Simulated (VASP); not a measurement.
Here is a VASP 6.6.1 calculation.

INCAR

```
PREC     = Accurate       # precision mode
ENCUT    = 600            # plane-wave cutoff, eV
EDIFF    = 1E-7           # SCF threshold, eV
ISMEAR   = 0              # smearing method
SIGMA    = 0.1            # smearing width, eV
LREAL    = F              # projectors in reciprocal space
LASPH    = T              # aspherical terms in the spheres
NELM     = 100            # most SCF steps
ALGO     = Normal         # electronic algorithm
ISIF     = 3              # what is computed and relaxed
LWAVE    = F              # write WAVECAR
LCHARG   = F              # write CHGCAR
METAGGA  = R2SCAN         # meta-GGA
LMIXTAU  = T            
IBRION   = 2              # ionic algorithm
NSW      = 90             # ionic steps
EDIFFG   = -0.005         # ionic threshold
```

KPOINTS

```
Automatic mesh
0
Gamma
  18 18 18
```

Contents of POSCAR:

```
Pt
1.0
    0.0000000000      1.9715751800      1.9715751800
    1.9715751800      0.0000000000      1.9715751800
    1.9715751800      1.9715751800      0.0000000000
Pt
1
Direct
    0.0000000000      0.0000000000      0.0000000000
```

Potentials or basis: VASP PAW PBE potentials, release 64 (Pt).

Launch:

```console
$ cat potpaw_PBE.64/Pt/POTCAR > POTCAR
$ mpirun -np 1 vasp_std > vasp.out
```

Problem. Predict the band gap on the k mesh.

Solution. None (metal or under the smearing width).

Problem. Predict the relaxed cell.

Solution. a = 2.789 Å, b = 2.789 Å, c = 2.789 Å, α = 60.00°, β = 60.00°, γ = 60.00°.

Problem. Estimate the space group after relaxing (to 0.05 Å).

Solution. Fm-3m (No. 225).

Final structure:
```xyz
1
Lattice="0.0000 1.9718 1.9718 1.9718 0.0000 1.9718 1.9718 1.9718 0.0000" Properties=species:S:1:pos:R:3 pbc="T T T"
Pt    0.0000    0.0000    0.0000
```

 The run has no spin-orbit coupling, so splittings on Pt are missing.
